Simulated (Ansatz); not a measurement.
# GaN (F-43m) in Ansatz: a series of runs

One crystal, GaN, is run at these levels: rPW86-PBE, PBE; tasks: band structure.

Everything below comes from runs of Ansatz 0.2.0. Logs are shortened: lines on timing, memory, paths and dates and some standing lists are left out, and cuts for length are marked.

**What was measured.**

From a printed reference work, textbook, for a bulk crystal of GaN at 0 K: band gap 3.299 eV (direct).

How close the calculation comes is told below.

## (1) The structure

The structure is cubic, space group F-43m (No. 216). The conventional cell has a = 4.507 Å, b = 4.507 Å, c = 4.507 Å, α = 90.00°, β = 90.00°, γ = 90.00°. Ga (site symmetry -43m) has 4 N at 1.95 Å as nearest neighbours. N (site symmetry -43m) is surrounded by 4 Ga at 1.95 Å.

The cell is a database's computed one.

## (2) Band structure, rPW86-PBE

input.yaml reads:

```yaml
crystal:
  lattice:
    - [0.0, 2.2535006075, 2.2535006075]
    - [2.2535006075, 0.0, 2.2535006075]
    - [2.2535006075, 2.2535006075, 0.0]
  atoms:
    - { symbol: Ga, position: [0.0, 0.0, 0.0] }
    - { symbol: "N", position: [0.25, 0.25, 0.25] }
hamiltonian:
  xc: { exchange: rpw86, correlation: pbe }
  pseudopotentials: { kind: paw }
kpoints:
  mp_grid: { grid: [10, 10, 10] }
  band_path:
    path:
      - [[0.0, 0.0, 0.0], [0.5, 0.0, 0.5], [0.5, 0.25, 0.75], [0.375, 0.375, 0.75], [0.0, 0.0, 0.0], [0.5, 0.5, 0.5], [0.625, 0.25, 0.625], [0.5, 0.25, 0.75], [0.5, 0.5, 0.5], [0.375, 0.375, 0.75]]
      - [[0.625, 0.25, 0.625], [0.5, 0.0, 0.5]]
    npoints: 14
scf:
  occupations: { method: fermi_dirac, width: 0.05 }
  n_extra_bands: 6
output:
  forces: true
  stress: true
  eigenvalues: true
  fatbands: false
  write_density: true
  write_potential: true
  elf: true
  volumetric_format: npy
```

Potentials or basis: Ansatz PAW.

Started as:

```sh
> ansatz run input.yaml --threads 2 --pin off --max-ram 5120MiB --backend cpu --events-out ev --progress --plain --runs-dir out
```

Output:

```text
Warning: RAYON_NUM_THREADS=2 ignored (pool sized by the plan → 2); use --threads N
scf.n_extra_bands = 6 over 9 filled bands (N_el = 18.0): the run solves 15 bands
Engine: ansatz 0.2.0, x86_64-unknown-linux-gnu
Pseudopotentials: kind: paw
Pseudopotential: Ga, paw, valence charge 13, recommended cutoff 420 eV (normal), Ga.paw.azcp
Pseudopotential: N, paw, valence charge 5, recommended cutoff 420 eV (normal), N.paw.azcp
Functional definition: unnamed
  exchange = rpw86_x
  correlation = pbe_c
Crystal: 2 atoms, lattice volume = 22.888 Å³
Basis set: ecut = 420 eV, 459 PW (Γ), exchange–correlation on 48×48×48 points (8 copies of the dense FFT grid, shifted against one another)
Bands: 15, of which v1, the nominal top of the filled ones, is band 9 counted from 1 (8 counted from 0)
Symmetry: 24 space group operations
Space group: F-43m (ITA 216), of the structure as read, at distance tolerance 2.8e-5 Å
k-points: 47 of 1000 (time reversal used)
Non-local potential: Ga, projectors of the file, l = 0: 2, l = 1: 2, l = 2: 3, l = 3: 1
Non-local potential: N, projectors of the file, l = 0: 2, l = 1: 2, l = 2: 1
PAW form: soft (Blöchl's): semilocal exchange-correlation on the pseudo side does not see the compensation charge
PAW frozen core: Ga, regenerated for the run's functional, and the local potential with it (the file was generated under x = pbe(κ = 0.804, μ = 0.2195149727645171), c = pbe(β = 0.06672455060314922))
PAW frozen core: N, regenerated for the run's functional, and the local potential with it (the file was generated under x = pbe(κ = 0.804, μ = 0.2195149727645171), c = pbe(β = 0.06672455060314922))
PAW one-centre angular grid: Ga, 590 points (default); XC on 64 Gauss nodes
PAW one-centre angular grid: N, 110 points (default); XC on 64 Gauss nodes
Initial density: superposition of atomic densities (neutral atoms: chi_scale 0, normalization atom), corrected by the library's trained network
Initial wavefunctions: pseudopotential atomic-orbital guess
Functional: x = rpw86, c = pbe(β = 0.06672455060314922)
SCF iter   1: F=—  HF=-4202.827030 eV  |F-HF|=—  |Δ(HF+E_count)|=         —  Δρ=1.69e-2  dr2=5.23e-2  ethr=1.77e-3  ⟨swp⟩=5.0  Hψ=3527  notcnv=0  defer=9
preconditioner: auto → none  [insulator: Δε(μ)=1.825 eV  Ē_g=21.489 eV  σ=0.050 eV  W_gap=1.00  n_scr=8 (ndim 8)  ℏωp=32.9 eV  f_vac=0.001  D(μ)=0.00/eV (n_scr^D=0)  ε∞_Penn≈3.3]
SCF iter   2: F=—  HF=-4202.809929 eV  |F-HF|=—  |Δ(HF+E_count)|=   1.71e-2  Δρ=5.18e-3  dr2=5.48e-3  ethr=2.91e-4  ⟨swp⟩=3.0  Hψ=1675  notcnv=0  defer=68
SCF iter   3: F=—  HF=-4202.808272 eV  |F-HF|=—  |Δ(HF+E_count)|=   1.66e-3  Δρ=1.90e-3  dr2=5.51e-4  ethr=3.05e-5  ⟨swp⟩=2.0  Hψ=1229  notcnv=0  defer=68
SCF iter   4: F=—  HF=-4202.808043 eV  |F-HF|=—  |Δ(HF+E_count)|=   2.29e-4  Δρ=3.73e-4  dr2=1.02e-5  ethr=3.06e-6  ⟨swp⟩=2.1  Hψ=1023  notcnv=0  defer=68
SCF iter   5: F=—  HF=-4202.808055 eV  |F-HF|=—  |Δ(HF+E_count)|=   1.24e-5  Δρ=3.41e-5  dr2=9.78e-8  ethr=5.66e-8  ⟨swp⟩=2.3  Hψ=1017  notcnv=0  defer=68
SCF iter   6: F=-4202.808056 eV  HF=-4202.808056 eV  |F-HF|=9.18e-10  |Δ(HF+E_count)|=   1.67e-7  Δρ=4.92e-6  dr2=3.60e-9  ethr=5.43e-10  ⟨swp⟩=8.0  Hψ=4022  notcnv=0
SCF 1 converged in 6 iterations: F = -4202.808056 eV  dr2 = 3.60e-9
NSCF: frozen V_eff on 142 k-points
SCF converged after 6 iterations
Free energy (F): -4202.808056 eV
Harris-Foulkes:  -4202.808056 eV  (|F-HF|=9.18e-10)
Internal energy: -4202.808056 eV  (E = F + TS)
E sigma→0 (E₀):  -4202.808056 eV
Fermi energy:    10.649045 eV
--- Per-component energies (eV) ---
  E_band       = -4.118158
  E_kinetic    = 248.403739
  E_local      = -1946.428037  (includes V_loc(G=0)·N_el)
  E_nonlocal   = 471.082918
  E_hartree    = 897.965802
  E_xc         = -130.528644
  E_vxc        = -134.602289  (∫ρ·V_xc dr)
  E_paw        = -2154.906801  (= ΣΔE_a)
  E_vpaw       = -438.505575  (= ΣTr[D̂ρ^β])
  E_aug_tail   = 0.000116  (compensation charges beyond the density's cutoff)
  E_ewald      = -1587.434954
  E_core_change = -0.962193  (= ΣΔE_core)
  E_smearing   = -0.000000  (= −TS)
  E_closure    = -0.000000  (closes the sum)
  Σ components = -4202.808056   (vs F -4202.808056, Δ=0.00e0)
--- Forces (eV/Å), atoms counted from 1 ---
  atom   1  Ga     0.00000000    -0.00000000    -0.00000000
  atom   2  N     -0.00000000     0.00000000     0.00000000
  max |Σ_I F_I| component: 6.01e-17 eV/Å
--- Stress (GPa, compression-positive) ---
       10.735414       0.000000      -0.000000
        0.000000      10.735414       0.000000
       -0.000000       0.000000      10.735414
  P = ⅓ Tr σ = 10.7354 GPa (107.354 kbar)
--- Band table (eV; the first three rows and the last of 47) ---
  k-point 0: bands = ["-6.1526", "-3.7703", "-3.7703", "-3.7703", "-3.4569", "-3.4569", "9.7390", "9.7390", "9.7390", "11.4699", "20.0477", "20.0477", "20.0477", "27.3798", "28.7072"]
  k-point 1: bands = ["-6.0454", "-3.7568", "-3.7568", "-3.7293", "-3.4581", "-3.4581", "8.6481", "9.6337", "9.6337", "12.3215", "19.5533", "20.2074", "20.2074", "27.3864", "27.3864"]
  k-point 2: bands = ["-5.7786", "-3.7257", "-3.7257", "-3.5587", "-3.4568", "-3.4568", "6.8479", "9.3722", "9.3722", "13.3941", "18.7835", "20.4698", "20.4698", "26.3413", "26.6275"]
  k-point 46: bands = ["-5.1355", "-3.6302", "-3.5874", "-3.4581", "-3.4298", "-1.4878", "3.9714", "6.1995", "6.2325", "15.6991", "17.8065", "20.4874", "21.0569", "24.7187", "29.6680"]
```

rho_z.tsv:

```text
# z_ang	rho[e/angstrom^3]
# format = ansatz-planar-average/11
# lattice	0.000000000	2.253500607	2.253500607
# lattice	2.253500607	0.000000000	2.253500607
# lattice	2.253500607	2.253500607	0.000000000
# sites	2
# site	31	0.000000000	0.000000000	0.000000000
# site	7	1.126750304	1.126750304	1.126750304
0.000000	2.177708e0
0.132789	2.046170e0
0.265578	1.656094e0
0.398366	1.264837e0
0.531155	1.008718e0
0.663944	8.704468e-1
[... 16 lines left out ...]
2.921354	1.386156e0
3.054142	1.911226e0
```

It took 1.6 s on 2 threads of AMD EPYC 7B13 (Zen 3), shared host; peak memory 0.34 GiB.

Results:

| Item | Value |
| --- | --- |
| Free energy | -4202.8081 eV |
| Pressure | 10.7 GPa |
| Band gap on the k mesh | 1.73 eV, direct |
| Band gap along the path | 1.73 eV, direct |

Levels at the corners of the path, in eV from the valence-band top:
| point | band 5 | band 6 | band 7 | band 8 | band 9 | band 10 | band 11 | band 12 | band 13 | band 14 |
| --- | --- | --- | --- | --- | --- | --- | --- | --- | --- | --- |
| Γ | -13.20 | -13.20 | 0.00 | 0.00 | 0.00 | 1.73 | 10.31 | 10.31 | 10.31 | 17.64 |
| X | -13.12 | -11.48 | -6.13 | -2.68 | -2.68 | 3.52 | 6.64 | 11.75 | 13.91 | 13.91 |
| W | -13.19 | -11.20 | -5.72 | -3.64 | -3.58 | 6.35 | 8.24 | 10.30 | 11.25 | 15.19 |
| K | -13.16 | -11.32 | -5.87 | -4.19 | -2.15 | 5.13 | 7.78 | 11.12 | 12.83 | 13.64 |
| Γ | -13.20 | -13.20 | 0.00 | 0.00 | 0.00 | 1.73 | 10.31 | 10.31 | 10.31 | 17.64 |
| L | -13.15 | -11.92 | -6.99 | -0.96 | -0.96 | 4.61 | 8.79 | 10.41 | 10.41 | 15.75 |
| U | -13.16 | -11.32 | -5.87 | -4.19 | -2.15 | 5.13 | 7.78 | 11.12 | 12.83 | 13.64 |
| W | -13.19 | -11.20 | -5.72 | -3.64 | -3.58 | 6.35 | 8.24 | 10.30 | 11.25 | 15.19 |
| L | -13.15 | -11.92 | -6.99 | -0.96 | -0.96 | 4.61 | 8.79 | 10.41 | 10.41 | 15.75 |
| K | -13.16 | -11.32 | -5.87 | -4.19 | -2.15 | 5.13 | 7.78 | 11.12 | 12.83 | 13.64 |
| U | -13.16 | -11.32 | -5.87 | -4.19 | -2.15 | 5.13 | 7.78 | 11.12 | 12.83 | 13.64 |
| X | -13.12 | -11.48 | -6.13 | -2.68 | -2.68 | 3.52 | 6.64 | 11.75 | 13.91 | 13.91 |

Caveat: the pressure holds a Pulay correction of +0.6 GPa for the finite cutoff; the PAW data sets come from PBE, with cores solved anew for the run's functional, which leaves a small shift of forces and pressure.

## (3) Band structure, PBE

input.yaml, as its differences from that of step 2:

```diff
@@ -9,4 +9,4 @@
 hamiltonian:
-  xc: { exchange: rpw86, correlation: pbe }
-  pseudopotentials: { kind: paw }
+  xc: pbe
+  pseudopotentials: { kind: paw, core: large }
 kpoints:
@@ -26,5 +26 @@
   fatbands: false
-  write_density: true
-  write_potential: true
-  elf: true
-  volumetric_format: npy
```

Potentials or basis: Ansatz PAW.

Started as:

```sh
> ansatz run input.yaml --threads 2 --pin off --max-ram 5120MiB --backend cpu --events-out ev --progress --plain --runs-dir out
```

Output:

```text
Warning: of Ga the run reads no dataset of the core that `hamiltonian.pseudopotentials.core` asks for: this build lists none beside the file that it uses, or the input names that file
Warning: RAYON_NUM_THREADS=2 ignored (pool sized by the plan → 2); use --threads N
scf.n_extra_bands = 6 over 9 filled bands (N_el = 18.0): the run solves 15 bands
[... 4 set-up lines as earlier in the session ...]
Functional definition: PBE
  parameter kappa = 0.804
  parameter beta = 0.06672455060314922
  exchange = pbe_x(kappa = kappa, mu = beta*pi^2/3)
  correlation = pbe_c(beta = beta)
Crystal: 2 atoms, lattice volume = 22.888 Å³
Basis set: ecut = 420 eV, 459 PW (Γ), exchange–correlation on 48×48×48 points (8 copies of the dense FFT grid, shifted against one another)
Bands: 15, of which v1, the nominal top of the filled ones, is band 9 counted from 1 (8 counted from 0)
[... 2 set-up lines as earlier in the session ...]
k-points: 47 of 1000 (time reversal used)
[... 7 set-up lines as earlier in the session ...]
Functional: x = pbe(κ = 0.804, μ = 0.2195149727645171), c = pbe(β = 0.06672455060314922)
SCF iter   1: F=—  HF=-4167.897834 eV  |F-HF|=—  |Δ(HF+E_count)|=         —  Δρ=6.26e-4  dr2=3.06e-5  ethr=1.77e-3  ⟨swp⟩=5.0  Hψ=3517  notcnv=0  defer=12
preconditioner: auto → none  [insulator: Δε(μ)=1.714 eV  Ē_g=21.518 eV  σ=0.050 eV  W_gap=1.00  n_scr=8 (ndim 8)  ℏωp=32.9 eV  f_vac=0.001  D(μ)=0.00/eV (n_scr^D=0)  ε∞_Penn≈3.3]
SCF iter   2: F=—  HF=-4167.898092 eV  |F-HF|=—  |Δ(HF+E_count)|=   2.58e-4  Δρ=3.37e-4  dr2=8.92e-6  ethr=1.70e-7  ⟨swp⟩=2.6  Hψ=1556  notcnv=0  defer=21
SCF iter   3: F=—  HF=-4167.898135 eV  |F-HF|=—  |Δ(HF+E_count)|=   4.29e-5  Δρ=1.27e-4  dr2=1.24e-6  ethr=4.96e-8  ⟨swp⟩=2.0  Hψ=1025  notcnv=0  defer=21
SCF iter   4: F=—  HF=-4167.898142 eV  |F-HF|=—  |Δ(HF+E_count)|=   6.95e-6  Δρ=2.43e-5  dr2=1.00e-7  ethr=6.90e-9  ⟨swp⟩=2.0  Hψ=1061  notcnv=0  defer=21
iter 5 did not close the SCF: its close was put off for the readings that it lacked (scf_convergence_deferred on its scf_iter line)
SCF iter   5: F=-4167.898142 eV  HF=-4167.898142 eV  |F-HF|=5.95e-9  |Δ(HF+E_count)|=   1.04e-8  Δρ=9.71e-6  dr2=8.86e-9  ethr=5.56e-10  ⟨swp⟩=2.0  Hψ=1061  notcnv=0  defer=21
SCF iter   6: F=-4167.898142 eV  HF=-4167.898142 eV  |F-HF|=3.00e-11  |Δ(HF+E_count)|=   9.04e-9  Δρ=1.84e-6  dr2=3.39e-10  ethr=4.92e-11  ⟨swp⟩=4.4  Hψ=2727  notcnv=0
SCF 1 converged in 6 iterations: F = -4167.898142 eV  dr2 = 3.39e-10
NSCF: frozen V_eff on 142 k-points
SCF converged after 6 iterations
Free energy (F): -4167.898142 eV
Harris-Foulkes:  -4167.898142 eV  (|F-HF|=3.00e-11)
Internal energy: -4167.898142 eV  (E = F + TS)
E sigma→0 (E₀):  -4167.898142 eV
Fermi energy:    10.552875 eV
--- Per-component energies (eV) ---
  E_band       = -5.647251
  E_kinetic    = 247.130756
  E_local      = -1949.939428  (includes V_loc(G=0)·N_el)
  E_nonlocal   = 474.306660
  E_hartree    = 897.107941
  E_xc         = -128.820137
  E_vxc        = -134.163832  (∫ρ·V_xc dr)
  E_paw        = -2120.249119  (= ΣΔE_a)
  E_vpaw       = -437.196919  (= ΣTr[D̂ρ^β])
  E_aug_tail   = 0.000139  (compensation charges beyond the density's cutoff)
  E_ewald      = -1587.434954
  E_smearing   = -0.000000  (= −TS)
  E_closure    = -0.000000  (closes the sum)
  Σ components = -4167.898142   (vs F -4167.898142, Δ=0.00e0)
--- Forces (eV/Å), atoms counted from 1 ---
  atom   1  Ga     0.00000000    -0.00000000     0.00000000
  atom   2  N     -0.00000000     0.00000000     0.00000000
  max |Σ_I F_I| component: 3.70e-17 eV/Å
--- Stress (GPa, compression-positive) ---
        5.026864       0.000000      -0.000000
        0.000000       5.026864       0.000000
       -0.000000       0.000000       5.026864
  P = ⅓ Tr σ = 5.0269 GPa (50.269 kbar)
--- Band table (eV; the first three rows and the last of 47) ---
  k-point 0: bands = ["-6.2813", "-3.8373", "-3.8373", "-3.8373", "-3.5203", "-3.5203", "9.6498", "9.6498", "9.6498", "11.3668", "19.9613", "19.9613", "19.9613", "27.2490", "28.4268"]
  k-point 1: bands = ["-6.1723", "-3.8238", "-3.8238", "-3.7975", "-3.5216", "-3.5216", "8.5499", "9.5440", "9.5440", "12.2259", "19.4633", "20.1242", "20.1242", "27.1053", "27.1053"]
  k-point 2: bands = ["-5.8994", "-3.7925", "-3.7925", "-3.6314", "-3.5204", "-3.5204", "6.7404", "9.2814", "9.2814", "13.3060", "18.6829", "20.3847", "20.3847", "26.0569", "26.3479"]
  k-point 46: bands = ["-5.2274", "-3.6972", "-3.6533", "-3.5229", "-3.4936", "-1.5720", "3.9009", "6.0621", "6.0913", "15.4783", "17.8458", "20.3681", "20.8404", "24.6784", "29.4170"]
```

bands.tsv:

```text
# k_distance	band_0	band_1	band_2	band_3	band_4	band_5	band_6	band_7	band_8	band_9	band_10	band_11	band_12	band_13	band_14
# fermi_ev = 10.552875
[... 156 lines left out ...]
8.808143	-15.782574	-14.300450	-14.098114	-14.092679	-14.001120	-12.353660	-6.994321	-3.842767	-3.557742	2.670510	5.918615	10.753027	12.906197	12.932845	20.968875
8.843349	-15.782592	-14.302688	-14.094156	-14.090925	-13.999493	-12.365533	-7.008194	-3.742369	-3.577907	2.578690	5.851947	10.771479	12.965893	12.982977	20.893232
8.878555	-15.782650	-14.304346	-14.091173	-14.089672	-13.998317	-12.374354	-7.018256	-3.666925	-3.592386	2.509487	5.803513	10.784684	13.010975	13.019417	20.836977
8.913761	-15.782690	-14.305344	-14.089315	-14.088920	-13.997605	-12.379780	-7.024224	-3.620034	-3.601099	2.466410	5.774274	10.792758	13.039100	13.041549	20.802310
8.948967	-15.782698	-14.305686	-14.088669	-14.088669	-13.997366	-12.381607	-7.026260	-3.604008	-3.604008	2.451786	5.764469	10.795550	13.048971	13.048971	20.790625
```

Run time: 1.5 s. Hardware: 2 threads of AMD EPYC 7B13 (Zen 3), shared host; peak memory 0.35 GiB.

Results:

* Free energy: -4167.8981 eV
* Pressure: 5.0 GPa
* Band gap on the k mesh: 1.72 eV, direct
* Band gap along the path: 1.72 eV, direct

Levels at the corners of the path, in eV from the valence-band top:
```csv
point,band 7,band 8,band 9,band 10,band 11,band 12
Γ,0.00,0.00,0.00,1.72,10.31,10.31
X,-6.12,-2.70,-2.70,3.35,6.67,11.70
W,-5.69,-3.69,-3.64,6.22,8.38,10.26
K,-5.86,-4.25,-2.17,5.00,7.86,11.06
Γ,0.00,0.00,0.00,1.72,10.31,10.31
L,-7.03,-0.97,-0.97,4.64,8.72,10.36
U,-5.86,-4.25,-2.17,5.00,7.86,11.06
W,-5.69,-3.69,-3.64,6.22,8.38,10.26
L,-7.03,-0.97,-0.97,4.64,8.72,10.36
K,-5.86,-4.25,-2.17,5.00,7.86,11.06
U,-5.86,-4.25,-2.17,5.00,7.86,11.06
X,-6.12,-2.70,-2.70,3.35,6.67,11.70
```

Caveat: the pressure holds a Pulay correction of +0.5 GPa for the finite cutoff.

## (4) Comparison with measurements

Step 2. A measured gap of GaN is 3.299 eV (direct; 0 K; a printed reference work, textbook); the calculated 1.73 eV misses it by -1.57 eV. Spin-orbit coupling on Ga is left out. The value is that of rPW86-PBE, without temperature or zero-point motion. The cell is a database's relaxed one, not the measured one, which moves gaps too.

Step 3. Against the measured gap of GaN, 3.299 eV (direct; 0 K; a printed reference work, textbook), the calculated 1.72 eV is off by -1.58 eV. Spin-orbit coupling on Ga is left out. The value is that of PBE, without temperature or zero-point motion. Semilocal functionals fall short of measured gaps as a rule. The cell is a database's relaxed one, not the measured one, which moves gaps too.
